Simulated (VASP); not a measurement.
# KCl (Sylvite) (Fm-3m) in VASP: further runs, part 2 of 2

VASP 6.6.1. Earlier steps stand in the parts before.

## (3) Relaxation of cell and atoms, PBEsol

This run uses another cell than the first one, of 31.15 Å³/atom, 1.019 times its volume.

INCAR reads:

```
SYSTEM = KCl
PREC     = Accurate       ! precision mode
ENCUT    = 600            ! plane-wave cutoff, eV
EDIFF    = 1E-6           ! SCF threshold, eV
ISMEAR   = 0              ! smearing method
SIGMA    = 0.03           ! smearing width, eV
LREAL    = .False.        ! projectors in reciprocal space
LASPH    = .True.         ! aspherical terms in the spheres
NELM     = 80             ! most SCF steps
ALGO     = Normal         ! electronic algorithm
ISIF     = 3              ! what is computed and relaxed
LWAVE    = .False.        ! write WAVECAR
LCHARG   = .False.        ! write CHGCAR
GGA      = PS             ! functional
IBRION   = 2              ! ionic algorithm
NSW      = 90             ! ionic steps
EDIFFG   = -0.01          ! ionic threshold
```

KPOINTS reads:

```
Automatic mesh
0
Gamma
  8 8 8
  0 0 0
```

POSCAR reads:

```
KCl
1.0
    0.0000000000      3.1464700000      3.1464700000
    3.1464700000      0.0000000000      3.1464700000
    3.1464700000      3.1464700000      0.0000000000
K Cl
1 1
Direct
    0.0000000000      0.0000000000      0.0000000000
    0.5000000000      0.5000000000      0.5000000000
```

Potentials or basis: VASP PAW PBE potentials, release 64 (K_sv, Cl).

Run with:

```
> cat potpaw_PBE.64/K_sv/POTCAR potpaw_PBE.64/Cl/POTCAR > POTCAR
> mpirun -np 1 vasp_std > vasp.out
```

OUTCAR:

```text
SYSTEM = KCl
   PREC = Accurate
   ENCUT = 600
   EDIFF = 1E-6
   ISMEAR = 0
   LREAL = .False.
   LASPH = .True.
   NELM = 80
   ISIF = 3
   GGA = PS
   IBRION = 2
   NSW = 90
   EDIFFG = -0.01

 ion  position               nearest neighbor table
   1  0.000  0.000  0.000-   2 3.15   2 3.15   2 3.15   2 3.15   2 3.15   2 3.15
   2  0.500  0.500  0.500-   1 3.15   1 3.15   1 3.15   1 3.15   1 3.15   1 3.15

  LATTYP: Found a face centered cubic cell.
 ALAT       =     6.2929400000

  Lattice vectors:

 A1 = (   0.0000000000,   3.1464700000,   3.1464700000)
 A2 = (   3.1464700000,   0.0000000000,   3.1464700000)
 A3 = (   3.1464700000,   3.1464700000,   0.0000000000)

Analysis of symmetry for initial positions (statically):
=====================================================================
 Subroutine PRICEL returns:
 Original cell was already a primitive cell.

 Routine SETGRP: Setting up the symmetry group for a
 face centered cubic supercell.

 Subroutine GETGRP returns: Found 48 space group operations
 (whereof 48 operations were pure point group operations)
 out of a pool of 48 trial point group operations.

The static configuration has the point symmetry O_h .

Analysis of symmetry for dynamics (positions and initial velocities):
=====================================================================
 Subroutine PRICEL returns:
 Original cell was already a primitive cell.

 Routine SETGRP: Setting up the symmetry group for a
[... 232 lines left out ...]
  ext. energy  EPLUGINS =         0.00000000
  ---------------------------------------------------
  free energy    TOTEN  =        -7.02339455 eV

  energy without entropy =       -7.02339455  energy(sigma->0) =       -7.02339455

 E-fermi :  -1.6926     XC(G=0):  -7.8009

 val. band max:       -1.8316482872   @ k =   0.0000   0.0000   0.0000
 cond. band min:       3.2506949648   @ k =   0.0000   0.0000   0.0000
 fundamental gap:      5.0823432520
 Fermi energy:        -1.6926146279

 k-point     1 :       0.0000    0.0000    0.0000
  band No.  band energies     occupation
      1     -28.8310      2.00000
      2     -13.9444      2.00000
      3     -12.3583      2.00000
      4     -12.3583      2.00000
      5     -12.3583      2.00000
      6      -1.8316      2.00000
      7      -1.8316      2.00000
      8      -1.8316      2.00000
      9       3.2507      0.00000
     10       6.4694      0.00000
     11       6.4694      0.00000
     12       6.4694      0.00000
[... 331 lines left out ...]
 k-point    24 :      -0.3750    0.2500    0.1250
  band No.  band energies     occupation
      1     -28.8169      2.00000
      2     -14.0425      2.00000
      3     -12.4192      2.00000
      4     -12.3949      2.00000
      5     -12.2044      2.00000
      6      -2.7229      2.00000
      7      -2.2577      2.00000
      8      -2.1853      2.00000
      9       5.9150      0.00000
     10       6.4380      0.00000
     11       8.2312      0.00000
     12       8.3227      0.00000

 [... further k-points ...]

------------------------ aborting loop because EDIFF is reached ----------------------------------------

  FORCE on cell =-STRESS in cart. coord.  units (eV):
  Direction    XX          YY          ZZ          XY          YZ          ZX
  --------------------------------------------------------------------------------------
  -------------------------------------------------------------------------------------
  Total       -0.0047916     -0.0047916     -0.0047916      0.0000000     -0.0000000     -0.0000000
  in kB       -0.1255389     -0.1255389     -0.1255389      0.0000000     -0.0000000     -0.0000000
  external PRESSURE =      -0.1255389 kB  Pullay stress =       0.0000000 kB
[... 17 lines left out ...]
  FREE ENERGIE OF THE ION-ELECTRON SYSTEM (eV)
  ---------------------------------------------------
  free  energy   TOTEN  =        -7.0233945482 eV

  energy  without entropy=       -7.0233945482  energy(sigma->0) =       -7.02339455

 reached required accuracy - stopping structural energy minimisation
```

Wall time 33 s (1 thread of AMD EPYC 9R45 (Zen 5), shared host); peak memory 0.19 GiB.

What came out:

```yaml
Free_energy: -7.0234 eV
Relaxed_volume: 30.58 Å³/atom
Relaxed_cell: a = 4.422 Å, b = 4.422 Å, c = 4.422 Å, α = 60.00°, β = 60.00°, γ = 60.00°
Space_group_after_relaxing_to_0.05_Å: Fm-3m (No. 225)
Energy_gained_by_relaxing: 0.6 meV/atom
Ionic_steps: 3
Pressure_after_relaxing: 0.0 GPa
Band_gap_on_the_k_mesh: 5.08 eV, direct
```

The path:
| step | energy change (eV) | largest force (eV/Å) | pressure (GPa) | volume (Å³) |
| --- | --- | --- | --- | --- |
| 1 | 0.0000 | 0.0000 | -0.34 | 62.30 |
| 2 | -0.0010 | 0.0000 | -0.18 | 61.71 |
| 3 | -0.0013 | 0.0000 | -0.01 | 61.15 |

Final structure:
```
K Cl
1.0
     0.00000    3.12700    3.12700
     3.12700    0.00000    3.12700
     3.12700    3.12700    0.00000
K Cl
1 1
Direct
  0.00000 0.00000 0.00000
  0.50000 0.50000 0.50000
```

Caveat: the PAW data sets were made with another functional, which shifts forces and pressure a little.
